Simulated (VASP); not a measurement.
A run of VASP 6.6.1 is set up as follows.

INCAR

```
ALGO = Fast
EDIFF = 1E-8
ENCUT = 600
GGA = PS
ISIF = 2
ISMEAR = 0
KPAR = 2
LASPH = T
LCHARG = F
LEPSILON = T
LREAL = F
LWAVE = F
NELM = 80
PREC = Accurate
SIGMA = 0.03
```

File KPOINTS:

```
k-points
0
Monkhorst-Pack
  8 8 8
```

File POSCAR:

```
Cu2O                                    
1.0
    4.2311326673      0.0000000000      0.0000000000
    0.0000000000      4.2311326673      0.0000000000
    0.0000000000      0.0000000000      4.2311326673
  Cu              O             
     4     2
Direct
     0.2500000000000000    0.2500000000000000    0.2500000000000000
     0.2500000000000000    0.7500000000000000    0.7500000000000000
     0.7500000000000000    0.7500000000000000    0.2500000000000000
     0.7500000000000000    0.2500000000000000    0.7500000000000000
     0.0000000000000000    0.0000000000000000    0.0000000000000000
     0.5000000000000000    0.5000000000000000    0.5000000000000000
```

Potentials or basis: VASP PAW PBE potentials, release 64 (Cu, O).

Run with:

```bash
$ cat potpaw_PBE.64/Cu/POTCAR potpaw_PBE.64/O/POTCAR > POTCAR
$ mpirun -np 2 vasp_std > vasp.out
```

Q: Estimate the electronic dielectric tensor (diagonal).

A: 9.22.

Q: What does it give for the Born charges (mean of the diagonal)?

A: Cu +0.82; O -1.64 e.

Electronic dielectric tensor:
```
9.22 0.00 0.00
0.00 9.22 0.00
0.00 0.00 9.22
```
